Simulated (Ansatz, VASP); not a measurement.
**One calculation of CdTe, two programs**

```
CELL_PARAMETERS angstrom
0.00000 3.28512 3.28512
3.28512 0.00000 3.28512
3.28512 3.28512 0.00000
ATOMIC_POSITIONS crystal
Cd 0.00000 0.00000 0.00000
Te 0.75000 0.75000 0.75000
```

Change from the starting cell: strain +0.025 along x and y, +0.025 along z, atoms carried along.

Alike in both runs: task single point; functional r2SCAN; k mesh 8 × 8 × 8; occupations gaussian, width 0.05 eV; no spin polarisation.

```csv
,VASP,Ansatz
version,VASP 6.6.1,Ansatz 0.2.0
potentials or method,"VASP PAW PBE potentials, release 64 (Cd, Te)","scalar-relativistic, plane waves, PAW"
plane-wave cutoff (eV),520,500
valence electrons in the cell,18,36
```

VASP gave:

- gap on the k mesh at the Fermi level (eV): 1.14
- least direct gap on the mesh (eV): 1.14
- pressure (GPa): -0.1

Question: What did Ansatz give for the same quantities?

Answer: gap on the k mesh at the Fermi level (eV): 1.15; least direct gap on the mesh (eV): 1.15; pressure (GPa): -0.2.

The functional is the same, so the differences come from potentials, cutoffs and numerics. The two sets of potentials don't hold the same shells in valence.

Caveats: the PAW data sets were made with another functional, which shifts forces and pressure a little (VASP); spin-orbit coupling is left out, which moves the levels of the heavy elements.
